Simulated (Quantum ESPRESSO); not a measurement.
Input of a Quantum ESPRESSO 7.5 run:

The input scf.in:

```
&CONTROL
  calculation = 'scf'
  prefix = 'pwscf'
  outdir = './tmp'
  pseudo_dir = './pseudo'
/
&SYSTEM
  ibrav = 0
  nat = 2
  ntyp = 2
  ecutwfc = 86
  nbnd = 22
  occupations = 'smearing'
  smearing = 'fd'
  degauss = 0.00367493
  force_symmorphic = .true.
/
&ELECTRONS
  conv_thr = 4d-10
  electron_maxstep = 120
  mixing_beta = 0.5
/
ATOMIC_SPECIES
Pb   207.2000 Pb.upf
Se    78.9710 Se.upf
CELL_PARAMETERS angstrom
   0.0000000000    3.0606500000    3.0606500000
   3.0606500000    0.0000000000    3.0606500000
   3.0606500000    3.0606500000    0.0000000000
ATOMIC_POSITIONS crystal
Pb     0.0000000000    0.0000000000    0.0000000000
Se     0.5000000000    0.5000000000    0.5000000000
K_POINTS automatic
12 12 12 0 0 0
```

The input nscf.in:

```
&CONTROL
  calculation = 'nscf'
  prefix = 'pwscf'
  outdir = './tmp'
  pseudo_dir = './pseudo'
/
&SYSTEM
  ibrav = 0
  nat = 2
  ntyp = 2
  ecutwfc = 86
  nbnd = 35
  occupations = 'fixed'
  force_symmorphic = .true.
/
&ELECTRONS
  conv_thr = 1d-08
  diago_full_acc = .true.
  diago_thr_init = 1d-06
/
ATOMIC_SPECIES
Pb   207.2000 Pb.upf
Se    78.9710 Se.upf
CELL_PARAMETERS angstrom
   0.0000000000    3.0606500000    3.0606500000
   3.0606500000    0.0000000000    3.0606500000
   3.0606500000    3.0606500000    0.0000000000
ATOMIC_POSITIONS crystal
Pb     0.0000000000    0.0000000000    0.0000000000
Se     0.5000000000    0.5000000000    0.5000000000
K_POINTS automatic
12 12 12 0 0 0
```

Potentials or basis: PseudoDojo 0.4.1 SR PBE standard.

Launch:

```bash
$ OMP_NUM_THREADS=1 pw.x -in scf.in > scf.out
$ OMP_NUM_THREADS=1 pw.x -in nscf.in > nscf.out
```

(1) Estimate the band gap on the k mesh, mean-field level.

Results:

(1) 0.30 eV, direct.

Caveat: spin-orbit coupling is left out, which as a rule narrows the gap of such compounds by several tenths of an eV.

**The experiment to reproduce.**

From a printed reference work, monograph, for a bulk crystal of PbSe at 4.2 K: band gap 0.15 eV (direct).

Measured gap of PbSe: 0.15 eV (direct; 4.2 K; a printed reference work, monograph). This calculation gives 0.30 eV (+0.15 eV). 2 values of this kind are on record (0.15 to 0.28 eV); this one was drawn at random. Spin-orbit coupling on Pb, Se is left out. The value is that of PBE on a finite k mesh, which can miss the band edges, without temperature or zero-point motion.
